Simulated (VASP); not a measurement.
Crystal: Zr.

```
Zr
1.0
     3.23200    0.00000    0.00000
    -1.61600    2.79899    0.00000
     0.00000    0.00000    5.14700
Zr
2
Cartesian
  -0.0078 1.8869 1.3068
  1.6238 0.9121 3.8402
```

The cell isn't the ideal one: atom 2 moved 0.06 Å.

Base run:

| Property | Result |
| --- | --- |
| Program | VASP 6.6.1 |
| Functional | revPBE |
| Potentials or basis | VASP PAW PBE potentials, release 64 (Zr_sv) |
| Cutoff | 520 eV |
| k mesh | 9 × 9 × 5 |
| Occupations | fermi-dirac, width 0.05 eV |
| Spin | no spin polarisation |

Its results: pressure 2.1 GPa; largest force 0.170 eV/Å.

Q: After a change of settings the same cell gave: pressure -3.0 GPa; largest force 0.152 eV/Å. Which change was it?
A. functional from revPBE to BLYP
B. functional from revPBE to PW91
C. functional from revPBE to LDA; potentials or basis from VASP PAW PBE potentials, release 64 (Zr_sv) to VASP PAW LDA potentials, release 64 (Zr_sv)
D. functional from revPBE to AM05

A: D.

AM05 binds more tightly than revPBE, so the same cell stands under less pressure.

Caveats: the PAW data sets were made with another functional, which shifts forces and pressure a little.
